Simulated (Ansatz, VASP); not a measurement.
**Two plane-wave programs on PtSe2**

Contents of INCAR:

```
SYSTEM = PtSe2
PREC = Accurate
ENCUT = 520
EDIFF = 1E-7
ISMEAR = 0
SIGMA = 0.15
LREAL = .False.
LASPH = .True.
NELM = 80
ALGO = Normal
ISIF = 2
LWAVE = .False.
LCHARG = .True.
GGA = PS
LELF = .True.
LVHAR = .True.
NBANDS = 18
```

The input KPOINTS:

```
Automatic mesh
0
Gamma
  12 12 10
  0 0 0
```

Contents of POSCAR:

```
PtSe2
1.0
    3.4260805562      0.0000000000      0.0000000000
   -1.7130402781      2.9670727971      0.0000000000
    0.0000000000      0.0000000000      5.0620000000
Pt Se
1 2
Direct
    0.0000000000      0.0000000000      0.0000000000
    0.3333333333      0.6666666667      0.2500000000
    0.6666666667      0.3333333333      0.7500000000
```

Input for Ansatz:

```yaml
crystal:
  lattice:
    - [3.4260805562, 0.0, 0.0]
    - [-1.7130402781, 2.9670727971, 0.0]
    - [0.0, 0.0, 5.062]
  atoms:
    - { symbol: Pt, position: [0.0, 0.0, 0.0] }
    - { symbol: Se, position: [0.3333333333, 0.6666666667, 0.25] }
    - { symbol: Se, position: [0.6666666667, 0.3333333333, 0.75] }
basis:
  ecutwfc: 420
kpoints:
  mp_grid: { grid: [12, 12, 10] }
hamiltonian:
  xc: pbesol
scf:
  occupations: { method: gaussian, width: 0.15 }
output:
  forces: true
  stress: true
  eigenvalues: true
```

Change from the starting cell: strain -0.080 along x and y, +0.000 along z, atoms carried along.

Alike in both runs: task single point; functional PBEsol; k mesh 12 × 12 × 10; occupations gaussian, width 0.15 eV; no spin polarisation.

```csv
,VASP,Ansatz
version,VASP 6.6.1,Ansatz 0.2.0
potentials or method,"VASP PAW PBE potentials, release 64 (Pt, Se)","scalar-relativistic, plane waves, PAW"
plane-wave cutoff (eV),520,420
valence electrons in the cell,22,50
```

|  | VASP | Ansatz | Ansatz less VASP |
| --- | --- | --- | --- |
| gap on the k mesh at the Fermi level (eV) | none | none | - |
| pressure (GPa) | 41.4 | 40.9 | -0.53 |
| largest component of the traceless stress (GPa) | 11.88 | 11.76 | -0.120 |
| rms of the force components (eV/Å) | 1.489 | 1.463 | -0.0257 |

Atom by atom the forces differ by 0.026 eV/Å (rms over components). A gap of «none» marks a metal or a gap that the smearing closes. The two sets of potentials don't hold the same shells in valence.

Caveats: so large a pressure means that the cell lies far from this level's equilibrium, or that cutoff or potentials fall short (VASP); the potentials were made for another functional, which shifts forces and pressure (VASP). The runs have no spin-orbit coupling, so splittings on Pt are missing.
